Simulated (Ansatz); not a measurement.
A plane-wave DFT run in Ansatz 0.2.0 (scalar-relativistic PAW potentials unless the input names others): input and command.

```yaml
crystal:
  lattice:
    - [2.5115635512, 0.0, 0.0]
    - [-1.2557817756, 2.1750778385, 0.0]
    - [0.0, 0.0, 8.3607135973]
  atoms:
    - { symbol: C, position: [0.3333333333, 0.6666666667, 0.0313659012] }
    - { symbol: C, position: [0.3333333333, 0.6666666667, 0.5313659012] }
    - { symbol: C, position: [0.6427771657, 0.3333333333, 0.2813659012] }
    - { symbol: C, position: [0.6905561677, 0.3333333333, 0.7813659012] }
    - { symbol: C, position: [0.3099358293, 0.6666666667, 0.2186340988] }
    - { symbol: C, position: [0.3567308374, 0.6666666667, 0.7186340988] }
    - { symbol: C, position: [0.6618432795, 0.3333333333, 0.4686340988] }
    - { symbol: C, position: [0.6714900538, 0.3333333333, 0.9686340988] }
basis:
  ecutrho_ratio: 12
kpoints:
  mp_grid: { grid: [12, 12, 4] }
hamiltonian:
  xc: lda
scf:
  occupations: { method: gaussian, width: 0.05 }
output:
  forces: true
  eigenvalues: true
  stress: true
```

```bash
ansatz run input.yaml --threads 2 --pin off --max-ram 5120MiB --backend cpu --events-out ev --progress --plain --runs-dir out
```

Abridged log:
```
Basis set: ecut = 420 eV, 885 PW (Γ)
Bands: 24, of which v1, the nominal top of the filled ones, is band 16 counted from 1 (15 counted from 0)
Symmetry: 2 space group operations
k-points: 164 of 576 (time reversal used)
SCF iter   1: F=—  HF=-1943.627374 eV  |F-HF|=—  |Δ(HF+E_count)|=         —  Δρ=8.04e-3  dr2=1.30e-2  ethr=1.77e-3  ⟨swp⟩=5.9  Hψ=18884  notcnv=0  defer=33
SCF iter   2: F=—  HF=-1943.622983 eV  |F-HF|=—  |Δ(HF+E_count)|=   4.39e-3  Δρ=3.76e-3  dr2=2.58e-3  ethr=4.06e-5  ⟨swp⟩=1.3  Hψ=5550  notcnv=0  defer=121
SCF iter   3: F=—  HF=-1943.622071 eV  |F-HF|=—  |Δ(HF+E_count)|=   9.12e-4  Δρ=1.78e-4  dr2=5.19e-6  ethr=8.05e-6  ⟨swp⟩=2.2  Hψ=5940  notcnv=0  defer=36
automatic band count: iteration 3 solves 23 bands in place of 24: the levels show a gap, and the empty bands left out lie too high to hold charge; the band table lists the bands solved (type scf.n_extra_bands for more)
SCF iter   4: F=—  HF=-1943.622071 eV  |F-HF|=—  |Δ(HF+E_count)|=   6.62e-7  Δρ=1.67e-5  dr2=8.01e-8  ethr=1.62e-8  ⟨swp⟩=2.3  Hψ=5992  notcnv=0  defer=36
SCF iter   5: F=-1943.622071 eV  HF=-1943.622071 eV  |F-HF|=2.57e-9  |Δ(HF+E_count)|=   2.79e-8  Δρ=4.18e-6  dr2=4.61e-9  ethr=2.50e-10  ⟨swp⟩=2.0  Hψ=5853  notcnv=0  defer=36
SCF iter   6: F=-1943.622071 eV  HF=-1943.622071 eV  |F-HF|=1.16e-9  |Δ(HF+E_count)|=  2.46e-10  Δρ=1.32e-6  dr2=1.37e-9  ethr=1.44e-11  ⟨swp⟩=5.0  Hψ=13397  notcnv=0
SCF 1 converged in 6 iterations: F = -1943.622071 eV  dr2 = 1.37e-9
SCF converged after 6 iterations
Free energy (F): -1943.622071 eV
Harris-Foulkes:  -1943.622071 eV  (|F-HF|=1.16e-9)
Internal energy: -1943.622071 eV  (E = F + TS)
E sigma→0 (E₀):  -1943.622071 eV
Fermi energy:    14.798814 eV
--- Forces (eV/Å), atoms counted from 1 ---
  atom   1  C     -0.00631172     0.01013008    -0.00168189
  atom   2  C      0.00631172     0.01013008    -0.00168189
  atom   3  C      0.40254744    -0.00640265    -0.01629598
  atom   4  C     -0.40254744    -0.00640265    -0.01629598
  atom   5  C      0.39544148     0.00640143     0.01518947
  atom   6  C     -0.39544148     0.00640143     0.01518947
  atom   7  C      0.07516078    -0.01012930     0.00278785
  atom   8  C     -0.07516078    -0.01012930     0.00278785
--- Stress (GPa, compression-positive) ---
      -15.031749       0.000000       0.000000
        0.000000     -14.741575       0.126417
        0.000000       0.126417     -14.073900
  P = ⅓ Tr σ = -14.6157 GPa (-146.157 kbar)
```

Apart from outputs and empty bands, the input differs from a reference run on usual settings in basis.ecutrho_ratio: not typed → 12; hamiltonian.xc: "pbe" → "lda"; basis.ecutwfc: 420 → not typed. The reference, at the same geometry (not necessarily relaxed), gave pressure 0.01 GPa, largest force 0.404 eV/Å, gap on the mesh 3.34 eV. This run converged in 6 SCF iterations (reference: 6) with a total energy on another zero, pressure -14.62 GPa, largest force 0.403 eV/Å, gap on the mesh 3.14 eV.

It took 8 s on 2 threads of Intel(R) Xeon(R) Platinum 8259CL CPU @ 2.50GHz (Skylake/Cascade Lake) (shared host), peak memory 0.54 GiB.